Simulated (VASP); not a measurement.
MgO:

```xyz
4
Lattice="3.2993 0.0000 0.0000 -1.6497 2.8573 0.0000 0.0000 0.0000 5.0123" Properties=species:S:1:pos:R:3 pbc="T T T"
Mg    0.0000    1.9049    0.0180
Mg    1.6497    0.9524    2.5241
O     0.0000    1.9049    2.0099
O     1.6497    0.9524    4.5161
```

Measurements of this composition are mostly on another form, of space group No. 225.

Base run:

- Program: VASP 6.6.1
- Functional: r2SCAN
- Potentials or basis: VASP PAW PBE potentials, release 64 (Mg, O)
- Cutoff: 520 eV
- k mesh: 9 × 9 × 6
- Occupations: gaussian, width 0.03 eV
- Spin: no spin polarisation

Its results: band gap on the k mesh 4.16 eV, direct.

Question: After a change of settings the same cell gave: band gap on the k mesh 5.71 eV, direct. Which change was it?
A. functional from r2SCAN to LDA; potentials or basis from VASP PAW PBE potentials, release 64 (Mg, O) to VASP PAW LDA potentials, release 64 (Mg, O)
B. functional from r2SCAN to PBEsol
C. functional from r2SCAN to TB-mBJ

Answer: C.
